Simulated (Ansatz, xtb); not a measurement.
**Relative energy of two isomers of C6H6O**

Structure I: `Oc1ccccc1`, a singlet. Structure II: `O=C1C=CCC=C1`, a singlet. Both are isolated molecules in the gas phase, relaxed with B3LYP-D3(BJ)/def2-SVP; the shapes shown needn't be the lowest conformers.

I (Å):

```xyz
13

C    -0.3837   -1.1312   -0.1233
C     0.5990   -0.7175   -1.0343
C     0.8709    0.6410   -1.1905
C     0.1738    1.6010   -0.4478
C    -0.8040    1.1841    0.4582
C    -1.0854   -0.1745    0.6234
O    -0.6150   -2.4645   -0.0041
H    -1.3096   -2.6112    0.6510
H     1.1347   -1.4771   -1.6066
H     1.6386    0.9540   -1.9026
H     0.3918    2.6632   -0.5749
H    -1.3577    1.9203    1.0462
H    -1.8525   -0.4970    1.3346
```

II (Å):

| atom | x (Å) | y (Å) | z (Å) |
| --- | --- | --- | --- |
| C | -1.1664 | -1.2539 | -0.2696 |
| C | 0.2947 | -1.3979 | -0.0630 |
| C | 1.1153 | -0.3353 | -0.0015 |
| C | 0.6274 | 1.0720 | -0.1354 |
| C | -0.8479 | 1.1987 | -0.3446 |
| C | -1.6672 | 0.1350 | -0.4058 |
| O | -1.9118 | -2.2201 | -0.3244 |
| H | 0.6633 | -2.4218 | 0.0364 |
| H | 2.1901 | -0.4776 | 0.1524 |
| H | 1.1649 | 1.5742 | -0.9650 |
| H | 0.9271 | 1.6556 | 0.7584 |
| H | -1.2513 | 2.2113 | -0.4490 |
| H | -2.7440 | 0.2405 | -0.5589 |

Quicker runs give these differences E(II) − E(I): GFN2-xTB +0.955 eV; HF/STO-3G +0.969 eV (at GFN2-xTB geometries); r2SCAN-D4/def2-SVP +0.846 eV (at GFN2-xTB geometries).

Estimate E(II) − E(I) at the level CCSD(T)/def2-SVP + ΔMP2/def2-TZVPP.

Calculated at CCSD(T)/def2-SVP + ΔMP2/def2-TZVPP: E(II) − E(I) = +0.752 eV, so structure I lies lower.

How the difference moves with the method:

```tsv
level	geometry	E(II) − E(I) (eV)	departure from the last row (eV)	job, with rough time for the two
GFN2-xTB	GFN2-xTB	+0.955	+0.202	optimisation, 0.36 s
HF/STO-3G	GFN2-xTB	+0.969	+0.217	single point, 1.7 s
r2SCAN-D4/def2-SVP	GFN2-xTB	+0.846	+0.093	single point, 8.1 s
B3LYP-D3(BJ)/def2-SVP	B3LYP-D3(BJ)/def2-SVP	+0.798	+0.046	optimisation, 69 s
HF/def2-SVP	B3LYP-D3(BJ)/def2-SVP	+0.679	−0.074	part of the CCSD(T) run
MP2/def2-SVP	B3LYP-D3(BJ)/def2-SVP	+0.884	+0.131	part of the CCSD(T) run
CCSD(T)/def2-SVP	B3LYP-D3(BJ)/def2-SVP	+0.661	−0.092	single point
CCSD(T)/def2-SVP + ΔMP2/def2-TZVPP	B3LYP-D3(BJ)/def2-SVP	+0.752		single point, 2.4 min
```

As drawn, II has 1 C=O, 4 C–C, 2 C=C, 1 C–H in place of 1 C–O, 6 C∷C, 1 O–H (∷ is an aromatic bond). Structure I has a 6-membered ring (with an aromatic ring), II a 6-membered ring.

None of the levels shown reverses the order. The largest departure from CCSD(T)/def2-SVP + ΔMP2/def2-TZVPP is that of HF/STO-3G, 0.217 eV. The last row adds to CCSD(T) the change of the MP2 difference between the two basis sets, here +0.092 eV.

With thermal terms from frequencies at re-optimised GFN2-xTB minima (ideal gas, soft modes damped towards free rotors, one conformer each, 298.15 K, 1 atm): on the last row, ΔE + ΔZPE = +0.725, ΔH = +0.733, ΔG = +0.725 eV.

The correlated steps freeze 7 core orbitals. Run with Ansatz 0.2.0, xtb 6.7.1; the last row on 2 threads of Intel(R) Xeon(R) Processor @ 2.50GHz (Skylake/Cascade Lake) on a shared host.
